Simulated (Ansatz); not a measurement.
# (110) slab of zincblende AlN, 10.8 Å thick as cut, bare faces

Ansatz, PAW, plane waves, no spin–orbit coupling unless named; atoms relaxed with PBEsol, the curve by HSE06. The curve holds the local part of the PAW potentials, so its shape inside matter depends on the files.

```
Al N
1.0
     2.18886   -2.18886    0.00000
     0.00000    0.00000    4.37772
   -16.85340  -16.85340    0.00000
Al N
8 8
Direct
  0.99418 0.00430 0.53315
  0.99397 0.96168 0.28146
  0.99413 0.00424 0.66484
  0.99410 0.00364 0.40355
  0.49412 0.46175 0.71949
  0.49415 0.50428 0.46780
  0.49417 0.50366 0.59740
  0.49402 0.50418 0.33610
  0.99412 0.26233 0.72735
  0.99415 0.25428 0.46804
  0.99416 0.25295 0.59800
  0.99402 0.25759 0.33777
  0.49413 0.75764 0.66317
  0.49410 0.75292 0.40294
  0.49417 0.75430 0.53291
  0.49397 0.76227 0.27359
```

Planar mean of the electrostatic potential energy along the normal, from the vacuum level:

| z (Å) | v (eV) |
| --- | --- |
| 0.00 | 0.00 |
| 0.30 | 0.00 |
| 0.74 | 0.00 |
| 1.04 | 0.00 |
| 1.34 | 0.00 |
| 1.64 | 0.00 |
| 2.09 | 0.00 |
| 2.38 | 0.00 |
| 2.68 | 0.00 |
| 2.98 | 0.00 |
| 3.43 | 0.00 |
| 3.72 | -0.01 |
| 4.02 | -0.02 |
| 4.47 | -0.06 |
| 4.77 | -0.14 |
| 5.06 | -0.34 |
| 5.36 | -0.82 |
| 5.81 | -3.15 |
| 6.11 | -7.44 |
| 6.41 | -10.77 |
| 6.70 | -10.88 |
| 7.15 | -8.60 |
| 7.45 | -9.27 |
| 7.75 | -11.03 |
| 8.19 | -11.58 |
| 8.49 | -9.06 |
| 8.79 | -6.89 |
| 9.09 | -8.26 |
| 9.53 | -11.64 |
| 9.83 | -10.94 |
| 10.13 | -8.46 |
| 10.43 | -7.38 |
| 10.87 | -10.59 |
| 11.17 | -11.78 |
| 11.47 | -10.27 |
| 11.92 | -7.18 |
| 12.22 | -8.72 |
| 12.51 | -11.20 |
| 12.81 | -11.59 |
| 13.26 | -8.24 |
| 13.56 | -7.46 |
| 13.85 | -9.55 |
| 14.15 | -11.58 |
| 14.60 | -9.89 |
| 14.90 | -7.27 |
| 15.19 | -7.50 |
| 15.49 | -10.31 |
| 15.94 | -11.88 |
| 16.24 | -10.22 |
| 16.54 | -8.76 |
| 16.98 | -9.88 |
| 17.28 | -11.21 |
| 17.58 | -9.72 |
| 17.88 | -5.45 |
| 18.32 | -1.37 |
| 18.62 | -0.57 |
| 18.92 | -0.24 |
| 19.22 | -0.10 |
| 19.66 | -0.03 |
| 19.96 | -0.01 |
| 20.26 | -0.01 |
| 20.71 | 0.00 |
| 21.00 | 0.00 |
| 21.30 | 0.00 |
| 21.60 | 0.00 |
| 22.05 | 0.00 |
| 22.34 | 0.00 |
| 22.64 | 0.00 |
| 22.94 | 0.00 |
| 23.39 | 0.00 |
| 23.69 | 0.00 |

**Question.** How far below the vacuum level do the top filled and the lowest empty level lie, by each functional?

**Answer.** PBEsol: 5.71 and 3.00 eV (gap 2.72 eV, a 6×4×1 mesh); HSE06: 6.44 and 2.46 eV (gap 3.98 eV, a 4×3×1 mesh). Either level can be a surface state and not a band edge of the crystal.
